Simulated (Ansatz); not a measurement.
Band table of Cr (fcc type)

```xyz
1
Lattice="0.0000 1.6823 1.6823 1.6823 0.0000 1.6823 1.6823 1.6823 0.0000" Properties=species:S:1:pos:R:3 pbc="T T T"
Cr    0.0000    0.0000    0.0000
```

The cell comes from a relaxation on PAW files under the same functional, begun from a prototype that needn't be the stable phase.

Level of theory: DFT with PBE, scalar-relativistic, in Ansatz 0.2.0; a Γ-centred 18×18×18 k mesh, Fermi–Dirac smearing of 0.1 eV, spin-polarised from start moments Cr 2 μB. LAPW: all electrons, basis error target 1 meV/atom.

This run: volume at 0.8 of the series' base cell.

Antiferromagnetic order, which Cr and Mn prefer near zero pressure, wasn't tried. The start moments died away, and the runs ended non-magnetic.

Path points, in fractions of the reciprocal vectors: Γ (0.000, 0.000, 0.000), X (0.500, 0.000, 0.500), U (0.625, 0.250, 0.625), K (0.375, 0.375, 0.750), L (0.500, 0.500, 0.500), W (0.500, 0.250, 0.750). The distance column jumps between branches of the path. Levels in eV from the Fermi level; bands 5 to 10, counted from the lowest band of the run. The gap is zero, the pressure 82.4 GPa.

```
# k(1/Å) point b5 b6 b7 b8 b9 b10
0.000 Γ -8.16 -0.66 -0.66 -0.66 1.77 1.77
0.233 - -7.91 -0.85 -0.54 -0.54 1.58 1.82
0.467 - -7.17 -1.35 -0.18 -0.18 1.10 1.99
0.700 - -6.13 -2.06 0.40 0.40 0.51 2.24
0.934 - -5.17 -2.81 0.27 1.17 1.17 2.54
1.167 - -4.83 -3.49 1.00 2.05 2.05 2.86
1.401 - -5.07 -4.03 2.58 2.92 2.92 3.13
1.634 - -5.40 -4.38 3.32 3.60 3.60 4.26
1.867 X -5.53 -4.49 3.39 3.87 3.87 5.04
1.950 - -5.51 -4.47 3.36 3.58 3.86 5.36
2.033 - -5.44 -4.41 3.04 3.27 3.83 5.96
2.115 - -5.32 -4.31 2.47 3.13 3.78 6.64
2.198 - -5.17 -4.17 1.92 2.94 3.70 7.36
2.280 - -4.99 -3.99 1.39 2.72 3.61 8.11
2.363 - -4.78 -3.78 0.89 2.48 3.50 8.87
2.445 - -4.54 -3.56 0.42 2.23 3.38 9.65
2.528 U -4.29 -3.32 -0.02 1.97 3.23 10.44
3.671 K -4.29 -3.32 -0.02 1.97 3.23 10.44
3.919 - -3.46 -2.73 -1.09 1.26 2.71 9.20
4.167 - -2.82 -2.39 -1.79 0.76 2.08 7.01
4.414 - -3.40 -2.10 -1.55 0.54 1.41 5.16
4.662 - -4.55 -2.05 -0.77 0.61 0.75 3.62
4.909 - -5.87 -1.72 -0.30 0.17 0.90 2.47
5.157 - -7.06 -1.25 -0.28 -0.28 1.29 1.89
5.405 - -7.87 -0.83 -0.56 -0.53 1.63 1.77
5.652 Γ -8.16 -0.66 -0.66 -0.66 1.77 1.77
5.854 - -7.97 -0.76 -0.59 -0.59 1.72 1.72
6.056 - -7.42 -1.03 -0.41 -0.41 1.63 1.63
6.259 - -6.59 -1.32 -0.26 -0.26 1.64 1.64
6.461 - -5.72 -1.41 -0.27 -0.27 1.90 1.90
6.663 - -5.10 -0.98 -0.45 -0.45 2.38 2.38
6.865 - -4.90 -0.65 -0.65 -0.01 2.90 2.90
7.067 - -4.89 -0.80 -0.80 1.03 3.28 3.28
7.269 L -4.91 -0.85 -0.85 1.49 3.43 3.43
7.434 - -4.80 -1.00 -0.76 1.07 3.41 3.98
7.600 - -4.49 -1.41 -0.50 0.37 3.36 5.06
7.765 - -4.04 -1.99 -0.28 -0.07 3.29 6.31
7.930 - -3.49 -2.60 -0.84 0.46 3.22 7.64
8.095 - -3.15 -2.94 -1.32 0.98 3.24 9.01
8.260 - -3.57 -2.45 -1.67 1.30 3.44 10.40
8.425 - -3.83 -2.10 -1.90 1.38 3.73 11.72
8.590 W -3.92 -1.98 -1.98 1.38 3.87 12.48
8.707 - -4.00 -2.54 -1.35 1.48 3.87 11.49
8.823 - -4.23 -3.05 -0.66 1.75 3.87 10.49
8.940 - -4.53 -3.48 0.07 2.12 3.87 9.48
9.057 - -4.84 -3.84 0.85 2.51 3.87 8.47
9.173 - -5.12 -4.12 1.67 2.87 3.87 7.47
9.290 - -5.35 -4.33 2.52 3.15 3.87 6.50
9.407 - -5.49 -4.45 3.33 3.35 3.87 5.59
9.524 X -5.53 -4.49 3.39 3.87 3.87 5.04
```
